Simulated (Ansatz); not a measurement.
**Ga: computed properties**

Theory: Ansatz, DFT PBE, scalar-relativistic, plane waves, PAW.

Cutoff 420 eV; k points 6×6×10 on the computed 6-atom cell (Γ-centred); Gaussian smearing, width 0.10 eV; no spin polarisation.

The structure is relaxed at this level of theory with its symmetry kept, and needn't be the ground state of this composition.

```xyz
6
Lattice="5.8056 0.0000 0.0000 -2.9028 5.0278 0.0000 0.0000 0.0000 4.1901" Properties=species:S:1:pos:R:3 pbc="T T T"
Ga   -1.3637    4.1392    1.0475
Ga    0.0000    1.7772    1.0475
Ga    1.3637    4.1392    1.0475
Ga    4.2665    0.8886    3.1426
Ga    2.9028    3.2506    3.1426
Ga    1.5391    0.8886    3.1426
```

| Quantity | Value |
| --- | --- |
| Space group | P6_3/mmc (No. 194) |
| Volume per atom | 20.38 Å³ |
| Energy over the standard state (uncorrected) | +0.032 eV/atom |
| Kohn–Sham band gap | none (metal) |
| Density of states at the Fermi level | 2.6 states/eV per cell |
| Orbital (Löwdin) character within 0.5 eV of the Fermi level | Ga 4p 74 %, Ga 4s 24 % |
| Bader charge by site (e) | Ga (6 in the cell) 0.00 |

The cell was found from a structure generator's guess, not taken from experiment. Löwdin shares on free-atom orbitals overweight diffuse shells.
